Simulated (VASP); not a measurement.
Set up this calculation in VASP 6.6.1, as the native input.

- Task: relaxation of shape and atoms at fixed volume
- Functional: PBEsol
- Potentials or basis: VASP PAW PBE potentials, release 64 (Be)
- Cutoff: 600 eV
- k mesh: 18 × 18 × 10
- Occupations: methfessel-paxton, width 0.1 eV
- Spin: no spin polarisation
- Further INCAR settings: ALGO = Fast; EDIFF = 1e-07; IBRION = 2; EDIFFG = -0.01; NSW = 40; ISIF = 4

The structure of Be lies in POSCAR:

```
Be                                      
1.0
    2.2391687899      0.0000000000      0.0000000000
   -1.1195843950      1.9391770555      0.0000000000
    0.0000000000      0.0000000000      3.5437724984
  Be            
     2
Direct
     0.3333333332999970    0.6666666667000030    0.2500000000000000
     0.6666666667000030    0.3333333332999970    0.7500000000000000
```

The cell isn't the ideal one: a relaxed cell with its volume scaled by 0.98.

One way to write it, as run:

INCAR

```
PREC     = Accurate       # precision mode
ENCUT    = 600            # plane-wave cutoff, eV
EDIFF    = 1E-7           # SCF threshold, eV
ISMEAR   = 1              # smearing method
SIGMA    = 0.1            # smearing width, eV
LREAL    = F              # projectors in reciprocal space
LASPH    = T              # aspherical terms in the spheres
NELM     = 80             # most SCF steps
ALGO     = Fast           # electronic algorithm
ISIF     = 4              # what is computed and relaxed
LWAVE    = F              # write WAVECAR
LCHARG   = F              # write CHGCAR
GGA      = PS             # functional
IBRION   = 2              # ionic algorithm
NSW      = 40             # ionic steps
EDIFFG   = -0.01          # ionic threshold
```

KPOINTS

```
regular mesh
0
Gamma
  18 18 10
```

Potentials or basis: VASP PAW PBE potentials, release 64 (Be).

Command:

```bash
$ cat potpaw_PBE.64/Be/POTCAR > POTCAR
$ mpirun -np 1 vasp_std > vasp.out
```

Results of the run:

```yaml
Pressure_after_relaxing: 2.7 GPa
Band_gap_on_the_k_mesh: none (metal or under the smearing width)
```

Caveat: the relaxation stopped at its first step, so nothing moved; the PAW data sets were made with another functional, which shifts forces and pressure a little.

Wall time 7.7 s on 1 thread of Intel(R) Xeon(R) 6975P-C (Granite Rapids) (shared host), peak memory 0.14 GiB.
